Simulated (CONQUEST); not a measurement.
Runs of CONQUEST 1.3 on Si2Ni. The structure is cubic, space group Fm-3m (No. 225). Conventional cell: a = 5.406 Å, b = 5.406 Å, c = 5.406 Å, α = 90.00°, β = 90.00°, γ = 90.00°. Around Ni (site symmetry m-3m) lie 8 Si at 2.34 Å. Si (site symmetry -43m) is surrounded by 4 Ni at 2.34 Å. 

| level | potentials or basis | spin | cell | k mesh | smearing | other keys | mesh quality | gap on the mesh (eV) | pressure (GPa) | moment (μB) |
| --- | --- | --- | --- | --- | --- | --- | --- | --- | --- | --- |
| PBE | PseudoDojo NC PBE, DZP, grid cutoff 150 Ha | collinear, ferromagnetic start | as given | 4 × 4 × 3 | fermi-dirac 0.05 eV | - | coarse | none | 6.7 | 0.00 |
| revPBE | PseudoDojo NC PBEsol, SZP, grid cutoff 100 Ha | collinear, antiferromagnetic start | as given | 7 × 7 × 5 | fermi-dirac 0.2 eV | General.PartitionMethod = Hilbert | not flagged | none | 9.7 | 0.00 |
| PBEsol | PseudoDojo NC PBEsol, SZ, grid cutoff 150 Ha | collinear, antiferromagnetic start | volume scaled by 0.8 | 6 × 6 × 4 | fermi-dirac 0.05 eV | - | not flagged | none | (a) | 0.00 |
| PBE | PseudoDojo NC PBE, DZP, grid cutoff 150 Ha | collinear, ferromagnetic start | atoms moved at random, drawn with an rms of 0.05 Å | 4 × 4 × 3 | fermi-dirac 0.05 eV | - | coarse | none | 7.2 | 0.00 |

Alike in all rows: task single point.

**Question.** Estimate the missing entries.

**Answer.** (a) 108.7.

Caveats: some runs use coarse meshes; the basis of atomic orbitals isn't converged, which shifts pressures, moduli and gaps; the atomic basis is small (some runs); the potentials were made for another functional, which shifts forces and pressure (some runs); the box holds several primitive cells, so bands are folded and the points are those of the box's own zone (some runs).

A gap of «none» marks a metal or a gap under the smearing width.
